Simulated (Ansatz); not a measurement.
The system is MgO.

```
Mg O
1.0
     0.00000    2.09700    2.09700
     2.09700    0.00000    2.09700
     2.09700    2.09700    0.00000
Mg O
1 1
Cartesian
  0.0000 0.0000 0.0000
  2.0970 2.0970 2.0970
```

The cell is a database's computed one.

Base run:

* Program: Ansatz 0.2.0
* Functional: PBEsol
* Potentials or basis: Ansatz PAW
* Cutoff: 420 eV (not typed: the program's choice for these potentials)
* k mesh: 11 × 11 × 11
* Occupations: fermi-dirac, width 0.05 eV
* Spin: no spin polarisation

Its results: band gap on the k mesh 4.76 eV, direct; pressure 2.3 GPa.

Task: After a change of settings the same cell gave: band gap on the k mesh 4.87 eV, direct; pressure 6.9 GPa. Which change was it?
A. functional from PBEsol to PBE; occupations from fermi-dirac, width 0.05 eV to gaussian, width 0.029 eV
B. functional from PBEsol to HF; k mesh from 11 × 11 × 11 to 6 × 6 × 6
C. functional from PBEsol to LDA
D. functional from PBEsol to r2SCAN50; cutoff from 420 eV (not typed: the program's choice for these potentials) to 500 eV (not typed: the program's choice for these potentials); k mesh from 11 × 11 × 11 to 6 × 6 × 6

Result: A.

Caveats: the PAW data sets come from PBE, with cores solved anew for the run's functional, which leaves a small shift of forces and pressure (some runs); odd divisions of the mesh miss points on the zone boundary, where band edges often lie, so the gap on the mesh can be too wide (some runs).
